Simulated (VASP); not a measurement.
Ti: relaxation of cell and atoms with PBE

Ti:

```
Ti
1.0
     2.93690    0.00000    0.00000
    -1.46845    2.54343    0.00000
     0.00000    0.00000    4.64334
Ti
2
Direct
  0.33333 0.66667 0.25000
  0.66667 0.33333 0.75000
```

```yaml
Program: VASP 6.6.1
Task: relaxation of cell and atoms
Functional: PBE
Potentials_or_basis: VASP PAW PBE potentials, release 64 (Ti_sv)
Cutoff: 520 eV
k_mesh: 17 × 17 × 9
Occupations: gaussian, width 0.1 eV
Spin: no spin polarisation
Further_INCAR_settings: ALGO = Normal; EDIFF = 1e-07; IBRION = 2; POTIM = 0.3; EDIFFG = -0.005; NSW = 60; ISIF = 3
```

The pressure after relaxing is 0.0 GPa. The band gap on the k mesh is none (metal or under the smearing width).

Final structure:
```yaml
crystal:
  lattice:
    - [2.93690, 0.00000, 0.00000]
    - [-1.46845, 2.54343, 0.00000]
    - [0.00000, 0.00000, 4.64334]
  atoms:
    - { symbol: Ti, position: [0.33333, 0.66667, 0.25000] }
    - { symbol: Ti, position: [0.66667, 0.33333, 0.75000] }
```

Levels at points of the mesh, in eV from the Fermi level:
```tsv
k point	band 8	band 9	band 10	band 11	band 12	band 13	band 14	band 15	band 16
(0.00, 0.00, 0.00)	-32.71	-6.22	-2.70	0.77	0.77	0.78	0.89	1.27	1.27
```

Run time: 57 s on 1 thread of Intel(R) Xeon(R) Platinum 8488C (Sapphire Rapids) (shared host), peak memory 0.21 GiB.

Caveat: the relaxation stopped at its first step, so nothing moved.
